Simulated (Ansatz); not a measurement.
# Bands of I

```
I
1.0
    -1.61746    1.61746    4.26481
     1.61746   -1.61746    4.26481
     1.61746    1.61746   -4.26481
I
1
Direct
  0.00000 0.00000 0.00000
```

Conventional cell: a = 3.235 Å, b = 3.235 Å, c = 8.530 Å, α = 90.00°, β = 90.00°, γ = 90.00°. I (atom 1) has 4 I at 3.23 Å as nearest neighbours.

Structure from Materials Project entry mp-601148 (possibly hypothetical), not relaxed further.

No spin–orbit coupling, which matters for the heavy atoms here.

All numbers below come from DFT, PBE, all-electron LAPW, scalar-relativistic in Ansatz 0.2.0.

The runs use a Γ-centred 18×18×18 k mesh, Fermi–Dirac smearing of 0.08 eV, basis error target 1 meV/atom, no spin polarisation.

Points in fractions of the reciprocal vectors of this cell: Γ (0, 0, 0), X (0, 0, 0.5), P (0.25, 0.25, 0.25), N (0, 0.5, 0), M (0.5, 0.5, -0.5), S (0.286, 0.714, -0.286), S0 (-0.286, 0.286, 0.286). The path joins them by straight lines in the order Γ–X–P–N–Γ–M–S–S0–Γ; legs that retrace an earlier one aren't tabulated. Energies are in eV from the Fermi level.

Question: Is there a gap?

Answer: none: with an odd electron count and no spin polarisation the bands can't all be full, a metal in this set-up (spin order or a larger cell could open a gap).

Question: List the levels between -14 and 7.5 eV at the symmetry points.

Answer: 
Γ: -13.66, -2.23, 0.91 (×2), 4.30
X: -11.00, -3.89, -3.73, -0.50, 4.11, 6.61
P: -11.00, -3.81 (×2), -0.51, 4.19
N: -12.31, -5.02, -1.65, 1.82, 4.98
M: -13.54, -3.61, 0.80 (×2), 7.21
S: -12.37, -4.80, -2.00, 1.75, 6.00
S0: -12.37, -4.80, -2.00, 1.75, 6.00
